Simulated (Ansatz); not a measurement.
**AgI from its elements: all-electron against pseudopotential results**

```
Ag I
1.0
     0.00000    3.17401    3.17401
     3.17401    0.00000    3.17401
     3.17401    3.17401    0.00000
Ag I
1 1
Direct
  0.00000 0.00000 0.00000
  0.25000 0.25000 0.25000
```

The cell comes from a relaxation on PAW files under the same functional, begun from a database entry that needn't be the ground state.

All numbers are LDA results (scalar-relativistic) from Ansatz 0.2.0, with a Γ-centred 8×8×8 k mesh, Fermi–Dirac smearing of 0.02 eV, no spin polarisation. Methods: LAPW: all electrons, basis error target 0.5 meV/atom; PAW: frozen-core files, cutoff 420 eV.

The elements are taken as Ag fcc, I solid I2, each relaxed on PAW files under the same functional and computed by the same method as the compound; zero-point and thermal terms are left out. LDA tends to overbind the layered or molecular reference states.

Spin–orbit coupling is left out, which matters for the heavy atoms. The PAW files were made under PBE.

Question: Give the formation energy by each method, with the residual pressure at this cell and the LAPW gap.

Answer: 

| method | ΔE(formation) (eV/atom) | P at this cell (GPa) | gap (eV) |
| --- | --- | --- | --- |
| LAPW | -0.147 | 0.01 | 1.06 |
| PAW | -0.149 | 0.00 | – |

Question: Give the LAPW value for one formula unit in kJ/mol.

Answer: -0.147 eV/atom × 2 atoms × 96.485 kJ/(mol·eV) = -28.4 kJ/mol, at zero temperature and without zero-point motion.
